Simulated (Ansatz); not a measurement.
## Field gradients of La2O3 from run to run

Cell of run 1: a computed structure from the Materials Project (it need not be an observed phase), taken as it stands.

Space group C2/m (No. 12); a = 14.7637, b = 3.7981, c = 9.2243 Å, β = 100.30°.

```
site  Wyckoff  site symmetry       x       y       z
 La1       4i              m  0.3096  0.0000  0.8617
 La2       4i              m  0.6345  0.0000  0.4925
 La4       4i              m  0.0330  0.0000  0.8120
  O7       4i              m  0.2003  0.0000  0.6273
  O8       4i              m  0.1281  0.0000  0.2863
  O9       4i              m  0.5258  0.0000  0.6566
 O10       4i              m  0.1759  0.0000  0.9749
 O15       2b            2/m  0.5000  0.0000  0.0000
```

One atom of each set is listed; the run and its k-mesh use a cell of 15 atoms with edges of 7.62, 7.62, 9.22 Å.

All runs are DFT with Ansatz 0.2.0 (plane waves and PAW, scalar-relativistic unless spin–orbit coupling is named, Γ-centred meshes, Fermi–Dirac smearing where given) in this cell.

Run 1: PBE, gradients read without the response of the cores, atoms as given; 420 eV, 6×6×3 k-points, smearing 0.02 eV.
Run 2: r2SCAN, gradients read without the response of the cores, atoms as given; 500 eV, 6×6×3 k-points, smearing 0.02 eV.
Run 3: PBE with spin–orbit coupling, gradients read without the response of the cores, atoms as given; 420 eV, 6×6×3 k-points, smearing 0.02 eV.
Run 4: PBE, gradients read without the response of the cores, atoms as given; 550 eV, 6×6×3 k-points, smearing 0.02 eV.

| run | La1 V_zz (η) | La2 V_zz (η) | La4 V_zz (η) |
| --- | --- | --- | --- |
| 1 | 9.27 (0.47) | 4.58 (0.55) | 19.29 (0.75) |
| 2 | 9.50 (0.46) | 4.74 (0.50) | 19.87 (0.75) |
| 3 | 9.30 (0.47) | 4.60 (0.56) | 19.36 (0.75) |
| 4 | ? | ? | ? |

V_zz in 10²¹ V/m²; 3 of the 8 sets of like atoms are followed.

Task: Estimate the row of run 4.

Result: La1: 9.26 (0.47); La2: 4.58 (0.56); La4: 19.28 (0.75). It lies nearest to run 1, from whose tensors on these sites it differs by 0.02 at most (largest principal value of the difference). Taken one at a time, the functional (r2SCAN with its higher cutoff) moves the tensors on these sites by up to 0.58 (largest principal value of the change, on La4), spin–orbit coupling by 0.08 (La4), the cutoff by 0.02.
